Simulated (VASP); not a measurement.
Cu, 9 atoms in the cell. The cell holds a slab with vacuum, 9 atoms: a = 2.491 Å, b = 2.491 Å, c = 31.272 Å, α = 90.00°, β = 90.00°, γ = 60.00°. The cell was built by a generator and needn't be a form met in nature.

```yaml
Program: VASP 6.6.1
Task: work function
Functional: LDA
Potentials_or_basis: VASP PAW LDA potentials, release 64 (Cu)
Cutoff: 520 eV
k_mesh: 18 × 18 × 1
Occupations: methfessel-paxton, width 0.2 eV
Spin: no spin polarisation
Further_INCAR_settings: ALGO = Normal; EDIFF = 1e-07
```

Potentials or basis: VASP PAW LDA potentials, release 64 (Cu).

Launch:

```console
$ cat potpaw_LDA.64/Cu/POTCAR > POTCAR
$ mpirun -np 8 vasp_std > vasp.out
```

Hardware: 8 MPI ranks on AMD EPYC 9R45 (Zen 5), with other jobs on the host.

Task: Estimate the wall time of this run.

Result: It took 89 s on 8 MPI ranks on AMD EPYC 9R45 (Zen 5) (shared host), peak memory 0.4 GiB a rank. Counts: scf iterations 29, k points 37.
